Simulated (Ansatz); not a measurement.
Crystal: CuO (Tenorite).

```
CELL_PARAMETERS angstrom
2.34185 -1.71130 0.00000
2.34185 1.71130 0.00000
-0.85003 0.00000 5.05787
ATOMIC_POSITIONS crystal
Cu 0.50000 0.00000 0.50000
Cu 0.00000 0.50000 0.00000
O 0.41840 0.58160 0.75000
O 0.58160 0.41840 0.25000
```

```yaml
Program: Ansatz 0.2.0
Task: relaxation of cell and atoms
Functional: r2SCAN
Potentials_or_basis: Ansatz PAW
Cutoff: "500 eV (not typed: the program's choice for these potentials)"
k_mesh: 10 × 10 × 5
Occupations: fermi-dirac, width 0.05 eV
Spin: no spin polarisation
Hubbard_terms: Cu d U = 4 eV
```

At the start: volume 10.13 Å³/atom.

How do energy, volume and symmetry change on relaxing?

It ends after 15 steps and the volume is 10.85 Å³/atom (+7.1 %); space group Cccm (No. 66, to 0.05 Å).

The path:
| step | energy change (eV) | largest force (eV/Å) | volume (Å³) |
| --- | --- | --- | --- |
| 1 | 0.0000 | 0.1877 | 40.54 |
| 2 | -0.0076 | 0.1610 | 40.86 |
| 3 | -0.0212 | 0.1266 | 41.32 |
| 4 | -0.0315 | 0.0511 | 42.52 |
| 5 | -0.0397 | 0.0278 | 42.79 |
| 6 | -0.0433 | 0.0021 | 42.96 |
| 7 | -0.0436 | 0.0013 | 43.02 |
| 8 | -0.0437 | 0.0008 | 43.06 |
| 9 | -0.0437 | 0.0008 | 43.11 |
| 10 | -0.0507 | 0.0006 | 43.11 |
| 11 | -0.0516 | 0.0180 | 43.61 |
| 12 | -0.0536 | 0.0005 | 43.38 |
| 13 | -0.0537 | 0.0001 | 43.39 |
| 14 | -0.0538 | 0.0000 | 43.40 |
| 15 | -0.0543 | 0.0001 | 43.40 |

Final structure:
```
Cu O
1.0
     2.06010   -2.04206    0.15593
     2.06010    2.04206    0.15593
    -0.41098    0.00000    5.12742
Cu O
2 2
Direct
  0.50000 0.00000 0.50000
  0.00000 0.50000 0.00000
  0.49867 0.50133 0.75000
  0.50133 0.49867 0.25000
```

Caveat: the plane-wave basis is chosen anew once the cell has moved, so the energies of steps on either side of that aren't comparable; the run has no spin polarisation, though such a crystal can be magnetic; U without spin polarisation on a metal has little footing; the PAW data sets come from PBE, with cores solved anew for the run's functional, which leaves a small shift of forces and pressure.
